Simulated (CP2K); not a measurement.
# Ti under changes of volume

One of the cells (17.676 Å³/atom); the others are scaled copies at fixed shape and fractional positions:

```
CELL_PARAMETERS angstrom
2.84230 0.00000 0.00000
-0.94743 2.67974 0.00000
-0.94743 -1.33987 2.32072
ATOMIC_POSITIONS crystal
Ti 0.00000 0.00000 0.00000
```

This isn't the form of Ti at room conditions, which is hcp.

```yaml
Program: CP2K 2026.2
Functional: r2SCAN
Potentials_or_basis: POTENTIAL_UZH Ti GTH-SCAN-q12; TZVP-MOLOPT-SCAN-GTH basis
Density_cutoff: 9184 eV
k_mesh: 11 × 11 × 11
Occupations: fermi-dirac, width 0.05 eV
Spin: no spin polarisation
```

```tsv
volume (Å³/atom)	energy over the lowest point (meV/atom)	pressure (GPa)
16.616	?	?
16.969	1.51	2.0
17.323	0.00	-0.3
17.676	3.35	-2.5
18.030	11.18	-4.4
18.383	23.14	-6.2
18.737	38.89	-7.9
```

Q: What does the run at 16.616 Å³/atom give?

A: Energy over the lowest point 8.31 meV/atom; pressure 4.5 GPa.

Worked out: A Birch-Murnaghan fit of order 3 (a polynomial in V^(-2/3)) to the other rows has its minimum at 17.25 Å³/atom with B0 = V·E''(V) = 109 GPa and B' = 3.1. It gives 8.31 meV/atom at 16.616 Å³/atom, against the run's 8.31, and -dE/dV = 4.4 GPa, against 4.5.

Energies are extrapolated to zero smearing.

Caveats: the basis of atomic orbitals isn't converged, which shifts pressures, moduli and gaps.
